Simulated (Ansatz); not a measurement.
# CuCl2 (P4/mmm) in Ansatz: convergence with ecutrho ratio

Aim: find how far ecutrho ratio must go before the results for CuCl2 settle, at HSE06. This setting moves, with any that are tied to it; all else stays.

Everything below comes from runs of Ansatz 0.2.0. Logs are shortened: lines on timing, memory, paths and dates and some standing lists are left out, and cuts for length are marked.

**1. The crystal as given**

Symmetry: P4/mmm, No. 123, tetragonal system. The conventional cell has a = 4.521 Å, b = 4.521 Å, c = 4.318 Å, α = 90.00°, β = 90.00°, γ = 90.00°. Around Cu (site symmetry 4/mmm) lie 4 Cl at 2.26 Å. Cl (site symmetry mmm) is surrounded by 2 Cu at 2.26 Å.

Measurements of this composition are mostly on another form, of space group No. 12.

**2. With ecutrho ratio 4**

The input, input.yaml:

```yaml
crystal:
  lattice:
    - [4.520648, 0.0, 0.0]
    - [0.0, 4.520648, 0.0]
    - [0.0, 0.0, 4.317712]
  atoms:
    - { symbol: Cu, position: [0.0, 0.0, 0.0] }
    - { symbol: Cl, position: [0.0, 0.5, 0.0] }
    - { symbol: Cl, position: [0.5, 0.0, 0.0] }
hamiltonian:
  xc: hse06
  pseudopotentials: { kind: paw }
kpoints:
  mp_grid: { grid: [3, 3, 3] }
scf:
  occupations: { method: gaussian, width: 0.1 }
output:
  forces: true
  stress: true
  eigenvalues: true
basis:
  ecutrho_ratio: 4
```

Potentials or basis: Ansatz PAW.

Launch:

```
ansatz run input.yaml --threads 2 --pin off --max-ram 5632MiB --backend cpu --events-out ev --progress --plain --runs-dir out
```

It took 8.6 s on 2 threads of Intel Xeon Platinum 8488C (Sapphire Rapids), shared host; peak memory 0.82 GiB.

What came out:

```
Free energy            : -8785.4396 eV
Pressure               : -0.7 GPa
Band gap on the k mesh : none (metal or under the smearing width)
```

**3. With ecutrho ratio 5**

input.yaml, as its differences from that of step 2:

```diff
@@ -21,2 +21,2 @@
 basis:
-  ecutrho_ratio: 4
+  ecutrho_ratio: 5
```

Potentials or basis: Ansatz PAW.

Launch:

```
ansatz run input.yaml --threads 2 --pin off --max-ram 5632MiB --backend cpu --events-out ev --progress --plain --runs-dir out
```

Wall time 9 s (2 threads of Intel Xeon Platinum 8488C (Sapphire Rapids), shared host); peak memory 0.82 GiB.

Results:

- Free energy: -8785.4396 eV
- Pressure: -0.7 GPa
- Band gap on the k mesh: none (metal or under the smearing width)

**4. With ecutrho ratio 6**

input.yaml, as its differences from that of step 3:

```diff
@@ -21,2 +21,2 @@
 basis:
-  ecutrho_ratio: 5
+  ecutrho_ratio: 6
```

Launch:

```
ansatz run input.yaml --threads 2 --pin off --max-ram 5632MiB --backend cpu --events-out ev --progress --plain --runs-dir out
```

Wall time 9.1 s (2 threads of Intel Xeon Platinum 8488C (Sapphire Rapids), shared host); peak memory 0.83 GiB.

Results:

```yaml
Free_energy: -8785.4396 eV
Pressure: -0.7 GPa
Band_gap_on_the_k_mesh: none (metal or under the smearing width)
```

**5. With ecutrho ratio 8**

input.yaml, as its differences from that of step 4:

```diff
@@ -21,2 +21,2 @@
 basis:
-  ecutrho_ratio: 6
+  ecutrho_ratio: 8
```

Launch:

```
ansatz run input.yaml --threads 2 --pin off --max-ram 5632MiB --backend cpu --events-out ev --progress --plain --runs-dir out
```

Run time: 9.5 s. Hardware: 2 threads of Intel Xeon Platinum 8488C (Sapphire Rapids), shared host; peak memory 0.84 GiB.

The run converged. Its results:

```yaml
Free_energy: -8785.4396 eV
Pressure: -0.7 GPa
Band_gap_on_the_k_mesh: none (metal or under the smearing width)
```

**6. With ecutrho ratio 10**

input.yaml, as its differences from that of step 5:

```diff
@@ -21,2 +21,2 @@
 basis:
-  ecutrho_ratio: 8
+  ecutrho_ratio: 10
```

Potentials or basis: Ansatz PAW.

Launch:

```
ansatz run input.yaml --threads 2 --pin off --max-ram 5632MiB --backend cpu --events-out ev --progress --plain --runs-dir out
```

Run time: 9.9 s. Hardware: 2 threads of Intel Xeon Platinum 8488C (Sapphire Rapids), shared host; peak memory 0.86 GiB.

Results (log left out):

| Item | Value |
| --- | --- |
| Free energy | -8785.4396 eV |
| Pressure | -0.7 GPa |
| Band gap on the k mesh | none (metal or under the smearing width) |

**7. With ecutrho ratio 12**

input.yaml, as its differences from that of step 6:

```diff
@@ -21,2 +21,2 @@
 basis:
-  ecutrho_ratio: 10
+  ecutrho_ratio: 12
```

Potentials or basis: Ansatz PAW.

Launch:

```
ansatz run input.yaml --threads 2 --pin off --max-ram 5632MiB --backend cpu --events-out ev --progress --plain --runs-dir out
```

The log of the run:

```text
Warning: output.stress: scf.convergence.dr2_threshold = 1e-7 eV (the SCF's general default) is looser than the 3e-10 eV advised for a printed stress (1e-10 eV for each atom of the cell: 3). What an SCF threshold leaves in a stress goes as its square root, and in the free energy as the threshold itself, and one threshold admits the most on a small cell: of the crystals measured, under no hybrid functional and no lock of the moments, on runs that ended without the residual-converged pass, on stresses that held no estimate of that error, the worst erred by over 100 MPa in a component at 1e-7 eV an atom and by under 5 at 1e-10. Set scf.convergence.dr2_threshold to 3e-10 eV or tighter. The threshold is an SCF's pass mark: one that does not reach it within its budget of iterations ends unconverged, or closes short of it on a stop that the run arms, and scf.convergence.dr2_threshold's page says what that costs each kind of run
Warning: output.stress: scf.exx.energy_threshold = 1e-6 eV is looser than the 3e-8 eV advised for a stress under a hybrid functional (1e-8 eV for each atom of the cell: 3). Every SCF of the exchange loop can meet its threshold on dr2 while the loop round them stops early: no threshold on dr2 bounds what that leaves in the stress. Set scf.exx.energy_threshold to 3e-8 eV or tighter. The threshold is the loop's pass mark: a loop that does not reach it within its budget of cycles ends unconverged, and scf.exx.energy_threshold's page has the law
Warning: RAYON_NUM_THREADS=2 ignored (pool sized by the plan → 2); use --threads N
Engine: ansatz 0.2.0, x86_64-unknown-linux-gnu
Pseudopotentials: kind: paw
Pseudopotential: Cu, paw, valence charge 19, recommended cutoff 420 eV (normal), Cu.paw.azcp
Pseudopotential: Cl, paw, valence charge 7, recommended cutoff 420 eV (normal), Cl.paw.azcp
Functional definition: HSE06
  parameter a = 0.25
  parameter omega = 0.11/bohr
  exchange = pbe_x - a*pbe_x_sr(omega) + a*exact_x_sr(omega)
  correlation = pbe_c
Crystal: 3 atoms, lattice volume = 88.238 Å³
Basis set: ecut = 420 eV, 1727 PW (Γ), exchange–correlation on 108×108×100 points (8 copies of the dense FFT grid, shifted against one another)
Bands: 21, of which v1, the nominal top of the filled ones, is band 17 counted from 1 (16 counted from 0)
Symmetry: 16 space group operations
Space group: P4/mmm (ITA 123), of the structure as read, at distance tolerance 4.5e-5 Å
k-points: 6 of 27
Non-local potential: Cu, projectors of the file, l = 0: 3, l = 1: 2, l = 2: 3, l = 3: 1
Non-local potential: Cl, projectors of the file, l = 0: 2, l = 1: 2, l = 2: 2
PAW form: soft (Blöchl's): semilocal exchange-correlation on the pseudo side does not see the compensation charge
[... 59 lines left out ...]
Fermi energy:    -0.059881 eV
--- Per-component energies (eV) ---
  E_band       = -782.199556
  E_kinetic    = 618.404742
  E_local      = -7542.984333  (includes V_loc(G=0)·N_el)
  E_nonlocal   = 460.196443
  E_hartree    = 3296.720435
  E_xc         = -240.931796
  E_vxc        = -282.563286  (∫ρ·V_xc dr)
  E_exx        = -138.923540  (= α·E_x^exact, valence–valence)
  E_paw        = -2912.430006  (= ΣΔE_a)
  E_vpaw       = -350.847339  (= ΣTr[D̂ρ^β])
  E_aug_tail   = 0.000012  (compensation charges beyond the density's cutoff)
  E_ewald      = -2325.031195
  E_core_change = -0.447566  (= ΣΔE_core)
  E_smearing   = -0.012757  (= −TS)
  E_closure    = 0.000000  (closes the sum)
  Σ components = -8785.439560   (vs F -8785.439560, Δ=0.00e0)
--- Forces (eV/Å), atoms counted from 1 ---
  atom   1  Cu    -0.00000000    -0.00000000     0.00000000
  atom   2  Cl     0.00000000     0.00000000     0.00000000
  atom   3  Cl    -0.00000000    -0.00000000     0.00000000
  max |Σ_I F_I| component: 4.93e-32 eV/Å
--- Stress (GPa, compression-positive) ---
       -1.233785       0.000000       0.000000
        0.000000      -1.233785       0.000000
        0.000000       0.000000       0.340222
  P = ⅓ Tr σ = -0.7091 GPa (-7.091 kbar)
--- Band table (eV; the first three rows and the last of 6) ---
  k-point 0: bands = ["-117.0308", "-73.0106", "-73.0106", "-72.4975", "-15.8034", "-14.5947", "-3.7937", "-3.7937", "-3.1028", "-2.6190", "-2.6190", "-2.3939", "-2.0595", "-1.6650", "-0.8353", "-0.5414", "-0.5414", "4.3671", "7.7129", "10.9647", "11.9057"]
  k-point 1: bands = ["-117.0308", "-73.0106", "-73.0106", "-72.4975", "-15.7707", "-14.5746", "-3.7476", "-3.7476", "-3.1011", "-2.6362", "-2.6362", "-2.6232", "-2.2813", "-1.6624", "-1.0967", "-0.5174", "-0.5174", "5.0333", "8.3902", "10.2712", "11.2465"]
  k-point 2: bands = ["-117.0308", "-73.0112", "-73.0104", "-72.4975", "-15.4756", "-14.8426", "-4.9508", "-3.6467", "-3.1790", "-3.0670", "-2.6165", "-2.3240", "-1.5819", "-1.5707", "-0.7007", "-0.6794", "-0.3761", "6.5339", "8.7288", "10.4321", "10.6571"]
  k-point 5: bands = ["-117.0308", "-73.0112", "-73.0111", "-72.4975", "-15.2126", "-14.8954", "-5.5192", "-4.4231", "-4.0505", "-3.2111", "-3.1291", "-2.0140", "-1.4823", "-1.2103", "-0.8753", "-0.1329", "1.8345", "6.6401", "8.7242", "9.5870", "11.7018"]
```

It took 10 s on 2 threads of Intel Xeon Platinum 8488C (Sapphire Rapids), shared host; peak memory 0.89 GiB.

Results:

```yaml
Free_energy: -8785.4396 eV
Pressure: -0.7 GPa
Band_gap_on_the_k_mesh: none (metal or under the smearing width)
```

**8. Summary**

| ecutrho ratio | energy less the tightest run, at zero smearing (meV/atom) | SCF cycles | CPU time (s) | peak memory (GiB) |
| --- | --- | --- | --- | --- |
| 4 | 0.00 | 24 | 16 | 0.82 |
| 5 | 0.00 | 23 | 17 | 0.82 |
| 6 | 0.00 | 23 | 17 | 0.83 |
| 8 | 0.00 | 23 | 18 | 0.84 |
| 10 | 0.00 | 23 | 18 | 0.86 |
| 12 | 0.00 | 23 | 19 | 0.89 |

Against the tightest run, the energy stays within 1 meV/atom from 4 on. The tightest run that finished is the yardstick and may itself not be fully converged.

Caveats: all runs use coarse meshes; this functional lacks dispersion, which binds the layers, so the pressure and a relaxed spacing across them are unreliable; an odd number of electrons without spin polarisation forces a metal; a magnetic or distorted state may lie lower; the run has no spin polarisation, though such a crystal can be magnetic; the PAW data sets come from PBE, with cores solved anew for the run's functional, which leaves a small shift of forces and pressure; the thresholds are loose for stress.
